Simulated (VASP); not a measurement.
# TaN (P6_3/mmc) in VASP: further runs, part 2 of 2

VASP 6.6.1. The steps go on from the part before.

## Step 4: Single point, r2SCAN+U, collinear spin, antiferromagnetic start

Input file INCAR:

```
SYSTEM = TaN
PREC     = Accurate       ! precision mode
ENCUT    = 520            ! plane-wave cutoff, eV
EDIFF    = 1E-6           ! SCF threshold, eV
ISMEAR   = 0              ! smearing method
SIGMA    = 0.05           ! smearing width, eV
LREAL    = .FALSE.        ! projectors in reciprocal space
LASPH    = .TRUE.         ! aspherical terms in the spheres
NELM     = 60             ! most SCF steps
ALGO     = Normal         ! electronic algorithm
ISIF     = 2              ! what is computed and relaxed
LWAVE    = .FALSE.        ! write WAVECAR
LCHARG   = .FALSE.        ! write CHGCAR
ISPIN    = 2              ! spin polarisation
MAGMOM   = 0.5 -0.5 0 0   ! initial moments
LORBIT   = 11             ! projections on sites
LMAXMIX  = 4              ! l up to which the mixer works
LDAU     = .TRUE.         ! DFT+U
LDAUTYPE = 2            
LDAUL    = 2 -1           ! shell
LDAUU    = 8 0            ! U, eV
LDAUJ    = 0 0          
LDAUPRINT= 1            
METAGGA  = R2SCAN         ! meta-GGA
LMIXTAU  = .TRUE.
```

Input file KPOINTS:

```
Automatic mesh
0
G
  7 7 4
  0 0 0
```

Input file POSCAR:

```
TaN
1.0
    3.0480018400      0.0000000000      0.0000000000
   -1.5240009200      2.6396470300      0.0000000000
    0.0000000000      0.0000000000      4.9179997800
Ta N
2 2
Direct
    0.0000000000      0.0000000000      0.0000000000
    0.0000000000      0.0000000000      0.5000000000
    0.3333333333      0.6666666667      0.2500000000
    0.6666666667      0.3333333333      0.7500000000
```

Potentials or basis: VASP PAW PBE potentials, release 64 (Ta_pv, N).

Launch:

```console
> cat potpaw_PBE.64/Ta_pv/POTCAR potpaw_PBE.64/N/POTCAR > POTCAR
> mpirun -np 1 vasp_std > vasp.out
```

OUTCAR:

```text
SYSTEM = TaN
   PREC = Accurate
   ENCUT = 520
   EDIFF = 1E-6
   ISMEAR = 0
   LREAL = .FALSE.
   LASPH = .TRUE.
   NELM = 60
   ISIF = 2
   ISPIN = 2
   LORBIT = 11
   METAGGA = R2SCAN

 ion  position               nearest neighbor table
   1  0.000  0.000  0.000-   3 2.15   4 2.15   4 2.15   3 2.15   4 2.15   3 2.15   2 2.46   2 2.46

   2  0.000  0.000  0.500-   3 2.15   4 2.15   4 2.15   3 2.15   4 2.15   3 2.15   1 2.46   1 2.46

   3  0.333  0.667  0.250-   1 2.15   2 2.15   1 2.15   2 2.15   1 2.15   2 2.15
   4  0.667  0.333  0.750-   1 2.15   2 2.15   1 2.15   2 2.15   1 2.15   2 2.15

  LATTYP: Found a hexagonal cell.
 ALAT       =     3.0480018400
 C/A-ratio  =     1.6135160142

  Lattice vectors:

 A1 = (   3.0480018400,   0.0000000000,   0.0000000000)
 A2 = (  -1.5240009200,   2.6396470300,   0.0000000000)
 A3 = (   0.0000000000,   0.0000000000,   4.9179997800)

Analysis of symmetry for initial positions (statically):
=====================================================================
 Subroutine PRICEL returns:
 Original cell was already a primitive cell.

 Routine SETGRP: Setting up the symmetry group for a
 hexagonal supercell.

 Subroutine GETGRP returns: Found 24 space group operations
 (whereof 12 operations were pure point group operations)
 out of a pool of 24 trial point group operations.

The static configuration has the point symmetry D_3d.
 The point group associated with its full space group is D_6h.

Analysis of symmetry for dynamics (positions and initial velocities):
=====================================================================
 Subroutine PRICEL returns:
 Original cell was already a primitive cell.

 Routine SETGRP: Setting up the symmetry group for a
 hexagonal supercell.

 Subroutine GETGRP returns: Found 24 space group operations
 (whereof 12 operations were pure point group operations)
 out of a pool of 24 trial point group operations.

The dynamic configuration has the point symmetry D_3d.
 The point group associated with its full space group is D_6h.

Analysis of structural, dynamic, and magnetic symmetry:
=====================================================================
 Subroutine PRICEL returns:
 Original cell was already a primitive cell.

 Routine SETGRP: Setting up the symmetry group for a
 hexagonal supercell.

 Subroutine GETGRP returns: Found 24 space group operations
 (whereof 12 operations were pure point group operations)
 out of a pool of 24 trial point group operations.

The overall configuration has the point symmetry D_3d.
 The point group associated with its full space group is D_6h.

 Subroutine INISYM returns: Found 24 space group operations
 (whereof 12 operations are pure point group operations),
 and found     1 'primitive' translations

----------------------------------------------------------------------------------------

[... 186 lines left out ...]

  0.2091  0.0000  0.0000 -0.0233 -0.0000
  0.0000  0.2413 -0.0000  0.0000 -0.0233
  0.0000 -0.0000  0.4487 -0.0000  0.0000
 -0.0233  0.0000 -0.0000  0.2413 -0.0000
 -0.0000 -0.0233  0.0000 -0.0000  0.2091

 occupancies and eigenvectors

  o =  0.1708  v =  0.9671 -0.0000 -0.0000 -0.2545  0.0000  0.0000  0.0000  0.0000  0.0000  0.0000      0.0000  0.0000  0.0000  0.0000  0.0000  0.0000  0.0000  0.0000  0.0000  0.0000
  o =  0.1708  v = -0.0000 -0.2545 -0.0000  0.0000  0.9671  0.0000  0.0000  0.0000  0.0000  0.0000      0.0000  0.0000  0.0000  0.0000  0.0000  0.0000  0.0000  0.0000  0.0000  0.0000
  o =  0.1968  v =  0.0000  0.0000  0.0000  0.0000  0.0000  0.8855  0.0000 -0.0000  0.4646  0.0000      0.0000  0.0000  0.0000  0.0000  0.0000  0.0000  0.0000  0.0000  0.0000  0.0000
  o =  0.1968  v =  0.0000  0.0000  0.0000  0.0000  0.0000 -0.0000  0.4646 -0.0000 -0.0000  0.8855      0.0000  0.0000  0.0000  0.0000  0.0000  0.0000  0.0000  0.0000  0.0000  0.0000
  o =  0.2165  v = -0.2545  0.0000 -0.0000 -0.9671  0.0000  0.0000  0.0000  0.0000  0.0000  0.0000      0.0000  0.0000  0.0000  0.0000  0.0000  0.0000  0.0000  0.0000  0.0000  0.0000
  o =  0.2165  v = -0.0000 -0.9671  0.0000 -0.0000 -0.2545  0.0000  0.0000  0.0000  0.0000  0.0000      0.0000  0.0000  0.0000  0.0000  0.0000  0.0000  0.0000  0.0000  0.0000  0.0000
  o =  0.2536  v =  0.0000  0.0000  0.0000  0.0000  0.0000  0.4646  0.0000  0.0000 -0.8855 -0.0000      0.0000  0.0000  0.0000  0.0000  0.0000  0.0000  0.0000  0.0000  0.0000  0.0000
  o =  0.2536  v =  0.0000  0.0000  0.0000  0.0000  0.0000 -0.0000  0.8855  0.0000  0.0000 -0.4646      0.0000  0.0000  0.0000  0.0000  0.0000  0.0000  0.0000  0.0000  0.0000  0.0000
  o =  0.4258  v =  0.0000  0.0000  1.0000 -0.0000  0.0000  0.0000  0.0000  0.0000  0.0000  0.0000      0.0000  0.0000  0.0000  0.0000  0.0000  0.0000  0.0000  0.0000  0.0000  0.0000
  o =  0.4487  v =  0.0000  0.0000  0.0000  0.0000  0.0000  0.0000 -0.0000  1.0000  0.0000  0.0000      0.0000  0.0000  0.0000  0.0000  0.0000  0.0000  0.0000  0.0000  0.0000  0.0000

 number of electron      32.0000003 magnetization       0.0000000

 Free energy of the ion-electron system (eV)
  ---------------------------------------------------
  ext. energy  EPLUGINS =         0.00000000
  ---------------------------------------------------
  free energy    TOTEN  =      -101.84839613 eV

  energy without entropy =     -101.84740663  energy(sigma->0) =     -101.84790138

 E-fermi :  11.1420     XC(G=0): -14.7897

 val. band max:       11.0923666268   @ k =   0.0000   0.0000   0.0000
 cond. band min:      11.1865972430   @ k =   0.4286   0.1429   0.2500
 fundamental gap:      0.0942306162
 Fermi energy:        11.1419574307

 spin component 1

 k-point     1 :       0.0000    0.0000    0.0000
  band No.  band energies     occupation
      1     -28.9718      1.00000
      2     -27.2737      1.00000
      3     -27.2737      1.00000
      4     -26.8827      1.00000
      5     -26.8827      1.00000
      6     -25.8750      1.00000
[... 528 lines left out ...]
      6     -27.3033      1.00000
[... 12 lines left out ...]
     19      13.9564      0.00000
     20      14.3107      0.00000
 Fermi energy:        11.1419574307

 spin component 2

 k-point     1 :       0.0000    0.0000    0.0000
  band No.  band energies     occupation
      1     -28.9718      1.00000
      2     -27.2737      1.00000
      3     -27.2737      1.00000
      4     -26.8827      1.00000
      5     -26.8827      1.00000
      6     -25.8750      1.00000
[... 541 lines left out ...]
     19      13.9564      0.00000
     20      14.3107      0.00000

------------------------ aborting loop because EDIFF is reached ----------------------------------------

  FORCE on cell =-STRESS in cart. coord.  units (eV):
  Direction    XX          YY          ZZ          XY          YZ          ZX
  --------------------------------------------------------------------------------------
  -------------------------------------------------------------------------------------
  Total       15.2701202     15.2701203     35.9596899      0.0000000      0.0000000      0.0000000
  in kB      618.3059870    618.3059897   1456.0521603      0.0000000      0.0000000      0.0000000
  external PRESSURE =     897.5547123 kB  Pullay stress =       0.0000000 kB

 VOLUME and BASIS-vectors are now :
 -----------------------------------------------------------------------------
  energy-cutoff  :      520.00
  volume of cell :       39.57
      direct lattice vectors                 reciprocal lattice vectors
     3.048001840  0.000000000  0.000000000     0.328083791  0.189419265  0.000000000
    -1.524000920  2.639647030  0.000000000     0.000000000  0.378838530  0.000000000
     0.000000000  0.000000000  4.917999780     0.000000000  0.000000000  0.203334698

 POSITION                                       TOTAL-FORCE (eV/Angst)
 -----------------------------------------------------------------------------------
      0.00000      0.00000      0.00000         0.000000      0.000000      0.000000
      0.00000      0.00000      2.45900        -0.000000      0.000000      0.000000
     -0.00000      1.75976      1.22950        -0.000000      0.000000      0.000000
      1.52400      0.87988      3.68850         0.000000     -0.000000      0.000000
 -----------------------------------------------------------------------------------
    total drift:                               -0.000000      0.000000      0.000000

  FREE ENERGIE OF THE ION-ELECTRON SYSTEM (eV)
  ---------------------------------------------------
  free  energy   TOTEN  =      -101.8483961296 eV

  energy  without entropy=     -101.8474066317  energy(sigma->0) =     -101.84790138

 total charge

# of ion       s       p       d       tot
------------------------------------------
    1        0.356   6.324   2.496   9.176
    2        0.356   6.324   2.496   9.176
    3        1.252   2.669   0.000   3.921
    4        1.252   2.669   0.000   3.921
--------------------------------------------------
tot          3.217  17.985   4.992  26.194

 magnetization (x)

# of ion       s       p       d       tot
------------------------------------------
    1        0.001  -0.000   0.147   0.147
    2       -0.001   0.000  -0.147  -0.147
    3        0.000   0.000   0.000   0.000
    4        0.000   0.000   0.000   0.000
--------------------------------------------------
tot          0.000   0.000   0.000   0.000
```

It took 7.9 min on 1 thread of AMD EPYC 7R43 (Zen 3), shared host; peak memory 0.16 GiB.

Results:

```yaml
Free_energy: -101.8484 eV
Pressure: 89.8 GPa
Band_gap_on_the_k_mesh: none (metal or under the smearing width)
Net_moment: 0.00 μB per cell
Site_moments: Ta +0.15, -0.15; N +0.00 μB
Valence_electrons_inside_the_program's_atomic_spheres: Ta 9.18; N 3.92
```

Stress tensor (GPa, compression positive):
```
 61.83   0.00   0.00
  0.00  61.83   0.00
  0.00   0.00 145.61
```

Levels at points of the mesh, in eV from the Fermi level:
Spin up:
| k point | band 13 | band 14 | band 15 | band 16 | band 17 | band 18 | band 19 | band 20 |
| --- | --- | --- | --- | --- | --- | --- | --- | --- |
| (0.00, 0.00, 0.00) | -4.69 | -4.69 | -4.68 | -1.49 | -1.49 | -0.05 | -0.05 | 2.20 |
| (0.00, 0.00, 0.50) | -6.98 | -6.98 | -1.14 | -0.94 | 0.08 | 0.08 | 0.75 | 0.75 |
Spin down:
```
           k point  band 14  band 15  band 16  band 17  band 18  band 19
(0.00, 0.00, 0.00)    -4.69    -4.68    -1.49    -1.49    -0.05    -0.05
(0.00, 0.00, 0.50)    -6.98    -1.14    -0.94     0.08     0.08     0.75
```

Eigenvalues of the final occupation matrices:
| site | spin | trace | eigenvalues |
| --- | --- | --- | --- |
| site 1 d | 1 | 1.35 | 0.20 0.20 0.25 0.25 0.45 |
| site 1 d | 2 | 1.20 | 0.17 0.17 0.22 0.22 0.43 |
| site 2 d | 1 | 1.20 | 0.17 0.17 0.22 0.22 0.43 |
| site 2 d | 2 | 1.35 | 0.20 0.20 0.25 0.25 0.45 |

Caveat: a pressure of tens of GPa on the cell as given is suspect, and the run, the potentials or the cell itself is likely at fault; the PAW data sets were made with another functional, which shifts forces and pressure a little. The state reached can hang on the start; a lower one may exist.

## Step 5: Single point, r2SCAN+U, collinear spin, ferrimagnetic start

Input file INCAR:

```
PREC = Accurate
ENCUT = 520
EDIFF = 1E-6
ISMEAR = 0
SIGMA = 0.05
LREAL = F
LASPH = T
NELM = 60
ALGO = Normal
ISIF = 2
LWAVE = F
LCHARG = F
ISPIN = 2
MAGMOM = 0.5 -0.25 0 0
LORBIT = 11
LMAXMIX = 4
LDAU = T
LDAUTYPE = 2
LDAUL = 2 -1
LDAUU = 8 0
LDAUJ = 0 0
LDAUPRINT = 1
METAGGA = R2SCAN
LMIXTAU = T
```

Input file KPOINTS:

```
Automatic mesh
0
Gamma
  7 7 4
```

POSCAR is that of step 4.

Launch:

```console
> cat potpaw_PBE.64/Ta_pv/POTCAR potpaw_PBE.64/N/POTCAR > POTCAR
> mpirun -np 1 vasp_std > vasp.out
```

It took 12 min on 1 thread of AMD EPYC 7R43 (Zen 3), shared host; peak memory 0.16 GiB.

The run converged. Its results:

```yaml
Free_energy: -101.8483 eV
Pressure: 89.8 GPa
Largest_force: 0.016 eV/Å
Band_gap_on_the_k_mesh: none (metal or under the smearing width)
Net_moment: 0.02 μB per cell
Site_moments: Ta +0.14, -0.14; N -0.00 μB
Valence_electrons_inside_the_program's_atomic_spheres: Ta 9.18; N 3.92
```

Forces on the atoms (eV/Å):
```
Ta   0.000  0.000  0.000
Ta   0.000  0.000  0.000
N    0.000  0.000  0.016
N    0.000  0.000 -0.016
```

Stress tensor (GPa, compression positive):
```
 61.84   0.00   0.00
  0.00  61.84   0.00
  0.00   0.00 145.64
```

Levels at points of the mesh, in eV from the Fermi level:
Spin up:
```tsv
k point	band 13	band 14	band 15	band 16	band 17	band 18	band 19	band 20
(0.00, 0.00, 0.00)	-4.69	-4.69	-4.68	-1.50	-1.50	-0.06	-0.06	2.20
(0.00, 0.00, 0.50)	-6.98	-6.98	-1.12	-0.96	0.08	0.08	0.73	0.73
```
Spin down:
| k point | band 13 | band 14 | band 15 | band 16 | band 17 | band 18 | band 19 | band 20 |
| --- | --- | --- | --- | --- | --- | --- | --- | --- |
| (0.00, 0.00, 0.00) | -4.69 | -4.69 | -4.68 | -1.47 | -1.47 | -0.04 | -0.04 | 2.21 |
| (0.00, 0.00, 0.50) | -6.98 | -6.98 | -1.11 | -0.94 | 0.11 | 0.11 | 0.76 | 0.76 |

Eigenvalues of the final occupation matrices:
```tsv
site	spin	trace	eigenvalues
site 1 d	1	1.35	0.20 0.20 0.25 0.25 0.45
site 1 d	2	1.20	0.17 0.17 0.22 0.22 0.43
site 2 d	1	1.21	0.17 0.17 0.22 0.22 0.43
site 2 d	2	1.34	0.20 0.20 0.25 0.25 0.45
```

Caveat: a pressure of tens of GPa on the cell as given is suspect, and the run, the potentials or the cell itself is likely at fault; the PAW data sets were made with another functional, which shifts forces and pressure a little.

## Step 6: Summary

| spin | U | fixed moment (μB) | further INCAR settings | gap on the mesh (eV) | pressure (GPa) | moment (μB) |
| --- | --- | --- | --- | --- | --- | --- |
| collinear, ferromagnetic start | Ta d U = 6 eV | 0 | ALGO = Normal; EDIFF = 1e-07 | - | 80.5 | 0.00 |
| collinear, ferromagnetic start | Ta d U = 8 eV | - | ALGO = Normal; EDIFF = 1e-07 | none | 89.3 | 0.06 |
| collinear, antiferromagnetic start | Ta d U = 8 eV | - | ALGO = Normal; EDIFF = 1e-06 | none | 89.8 | 0.00 |
| collinear, ferrimagnetic start | Ta d U = 8 eV | - | ALGO = Normal; EDIFF = 1e-06 | none | 89.8 | 0.02 |

Alike in all rows: task single point; level r2SCAN+U; potentials or basis VASP PAW PBE potentials, release 64 (Ta_pv, N); cell as given; k mesh 7 × 7 × 4; cutoff (eV) 520; smearing gaussian 0.05 eV.

Every run on the cell as given and a fine mesh finds a metal.

Caveats: a pressure of tens of GPa on the cell as given is suspect, and the run, the potentials or the cell itself is likely at fault; the PAW data sets were made with another functional, which shifts forces and pressure a little; the total moment is fixed, so each spin has its own Fermi level (some runs).

Total energies depend on the potentials used, so only differences within one code and one set of settings carry meaning.
